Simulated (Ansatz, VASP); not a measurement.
## One calculation of KF, two programs

INCAR

```
ALGO = Fast
EDIFF = 1E-6
ENCUT = 520
GGA = PE
ISIF = 2
ISMEAR = 0
LASPH = True
LCHARG = False
LREAL = False
LWAVE = False
NBANDS = 15
NELM = 100
PREC = Accurate
SIGMA = 0.05
```

KPOINTS

```
k-points
0
Gamma
  8 8 8
```

The input POSCAR:

```
KF
1.0
   -0.0848997618      2.6246671034      2.6246671034
    2.6246671034     -0.0848997618      2.6246671034
    2.6246671034      2.6246671034     -0.0848997618
K F
1 1
Direct
    0.0000000000      0.0000000000      0.0000000000
    0.5000000000      0.5000000000      0.5000000000
```

Input for Ansatz:

```yaml
crystal:
  lattice:
    - [-0.0848997618, 2.6246671034, 2.6246671034]
    - [2.6246671034, -0.0848997618, 2.6246671034]
    - [2.6246671034, 2.6246671034, -0.0848997618]
  atoms:
    - { symbol: K, position: [0.0, 0.0, 0.0] }
    - { symbol: F, position: [0.5, 0.5, 0.5] }
basis:
  ecutwfc: 520.0
kpoints:
  mp_grid: { grid: [8, 8, 8] }
hamiltonian:
  xc: pbe
scf:
  occupations: { method: gaussian, width: 0.05 }
output:
  forces: true
  stress: true
  eigenvalues: true
```

Alike in both runs: task single point; functional PBE; k mesh 8 × 8 × 8; occupations gaussian, width 0.05 eV; no spin polarisation.

|  | VASP | Ansatz |
| --- | --- | --- |
| version | VASP 6.6.1 | Ansatz 0.2.0 |
| potentials or method | VASP PAW PBE potentials, release 64 (K_sv, F) | scalar-relativistic, plane waves, PAW |
| plane-wave cutoff (eV) | 520 | 520 |
| valence electrons in the cell | 16 | 16 |

|  | VASP | Ansatz | Ansatz less VASP |
| --- | --- | --- | --- |
| gap on the k mesh at the Fermi level (eV) | 6.16 | 6.17 | +0.016 |
| least direct gap on the mesh (eV) | 6.16 | 6.17 | +0.016 |
| pressure (GPa) | 1.6 | 1.6 | -0.05 |
| largest component of the traceless stress (GPa) | 0.37 | 0.38 | +0.005 |

A k mesh can miss the band edges.
